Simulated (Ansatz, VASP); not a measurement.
## NaI: VASP beside Ansatz

Contents of POSCAR:

```
NaI
1.0
    4.0526221405     -0.1333738751     -0.1333738751
   -0.1333738751      4.0526221405     -0.1333738751
   -0.1333738751     -0.1333738751      4.0526221405
Na I
1 1
Direct
    0.0000000000      0.0000000000      0.0000000000
    0.5000000000      0.5000000000      0.5000000000
```

Contents of INCAR.step1:

```
SYSTEM = NaI
ALGO     = Normal         ! electronic algorithm
EDIFF    = 1E-5           ! SCF threshold, eV
ENCUT    = 520            ! plane-wave cutoff, eV
GGA      = PE             ! functional
ISIF     = 2              ! what is computed and relaxed
ISMEAR   = 0              ! smearing method
LASPH    = .TRUE.         ! aspherical terms in the spheres
LREAL    = .FALSE.        ! projectors in reciprocal space
LWAVE    = .TRUE.         ! write WAVECAR
NBANDS   = 14             ! bands
NELM     = 100            ! most SCF steps
PREC     = Accurate       ! precision mode
SIGMA    = 0.01           ! smearing width, eV
```

The input INCAR.step2:

```
SYSTEM = NaI
ALGO     = Normal         ! electronic algorithm
EDIFF    = 1E-6           ! SCF threshold, eV
ENCUT    = 520            ! plane-wave cutoff, eV
GGA      = PE             ! functional
HFSCREEN = 0.2079         ! screening, 1/A
ISIF     = 2              ! what is computed and relaxed
ISMEAR   = 0              ! smearing method
ISTART   = 1            
LASPH    = .TRUE.         ! aspherical terms in the spheres
LCHARG   = .TRUE.         ! write CHGCAR
LELF     = .TRUE.         ! ELF
LHFCALC  = .TRUE.         ! exact exchange
LREAL    = .FALSE.        ! projectors in reciprocal space
LVHAR    = .TRUE.       
LWAVE    = .FALSE.        ! write WAVECAR
NBANDS   = 14             ! bands
NELM     = 100            ! most SCF steps
PREC     = Accurate       ! precision mode
PRECFOCK = Normal       
SIGMA    = 0.01           ! smearing width, eV
```

Contents of KPOINTS:

```
k-points
0
G
  4 4 4
  0 0 0
```

Input for Ansatz:

```yaml
crystal:
  lattice:
    - [4.0526221405, -0.1333738751, -0.1333738751]
    - [-0.1333738751, 4.0526221405, -0.1333738751]
    - [-0.1333738751, -0.1333738751, 4.0526221405]
  atoms:
    - { symbol: Na, position: [0.0, 0.0, 0.0] }
    - { symbol: I, position: [0.5, 0.5, 0.5] }
kpoints:
  mp_grid: { grid: [4, 4, 4] }
  band_path:
    path: [[0.0, 0.0, 0.0], [0.0, 0.5, 0.0], [0.5, 0.5, 0.0], [0.5, 0.5, 0.5]]
    npoints: 1
hamiltonian:
  xc: hse06
scf:
  occupations: { method: fixed }
  n_extra_bands: 4
output:
  forces: true
  stress: true
  eigenvalues: true
  write_density: true
  write_potential: true
  elf: true
  volumetric_format: npy
```

Change from the starting cell: epitaxial_111 strain +3.6%.

Alike in both runs: task single point; functional HSE06; k mesh 4 × 4 × 4; no spin polarisation.

|  | VASP | Ansatz |
| --- | --- | --- |
| version | VASP 6.6.1 | Ansatz 0.2.0 |
| potentials or method | VASP PAW PBE potentials, release 64 (Na_pv, I) | plane waves, PAW |
| plane-wave cutoff (eV) | 520 | 420 |
| occupations | gaussian, width 0.01 eV | fixed |
| valence electrons in the cell | 14 | 26 |

```csv
,VASP,Ansatz,Ansatz less VASP
gap on the k mesh at the Fermi level (eV),3.30,3.32,+0.018
pressure (GPa),0.2,0.2,+0.01
largest component of the traceless stress (GPa),0.10,0.11,+0.003
```

The two sets of potentials don't hold the same shells in valence. Ansatz warned: «stress_exchange_threshold_loose».

Caveats: the PAW data sets were made with another functional, which shifts forces and pressure a little (VASP); spin-orbit coupling is left out, which moves the levels of the heavy elements. A k mesh can miss the band edges.
